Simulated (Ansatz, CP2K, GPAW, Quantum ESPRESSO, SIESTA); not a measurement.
## ZrB2: programs and potentials compared

```xyz
3
Lattice="3.1700 0.0000 0.0000 -1.5850 2.7453 0.0000 0.0000 0.0000 3.5330" Properties=species:S:1:pos:R:3 pbc="T T T"
Zr    0.0000    0.0000    0.0000
B     1.5850    0.9151    1.7665
B     0.0000    1.8302    1.7665
```

Alike in all runs: task band structure; functional LDA; k mesh 10 × 10 × 8; occupations fermi-dirac, width 0.05 eV; no spin polarisation; no spin-orbit coupling. LDA stands for any of its common fits. Pressure is positive in compression and, in plane waves, holds the error of the finite cutoff.

```csv
program and potentials,plane-wave cutoff (eV),notes,pressure (GPa)
"CP2K, GTH_POTENTIALS Zr GTH-PADE-q12, B GTH-PADE-q3; TZVP-MOLOPT-PBE-GTH basis",-,atomic basis,-9.68
"Quantum ESPRESSO, GBRV 1.5 LDA",612,-,-8.41
"Ansatz, all-electron LAPW, scalar-relativistic",-,-,-8.78
"SIESTA, files PseudoDojo sr-lda-0.4.1-standard, DZP (energy shift 0.003 Ry; two zetas on semicore shells)",-,atomic basis,-7.71
"GPAW, the program's PAW data sets (release 1.2.1) made for this functional",800,-,-9.84
"Quantum ESPRESSO, PseudoDojo 0.4.1 SR LDA standard",1034,-,-8.64
```

The pressure spans -9.84 (GPAW, the program's PAW data sets (release 1.2.1) made for this functional) to -7.71 GPa (SIESTA, files PseudoDojo sr-lda-0.4.1-standard, DZP (energy shift 0.003 Ry; two zetas on semicore shells)), with all-electron results at -8.78. Rows in atomic bases carry the error of their basis and grid, which can be large.

Differences between rows come from potentials, basis sets and numerical settings, since the functional is the same but for its coding. Runs on potential files found faulty are left out.
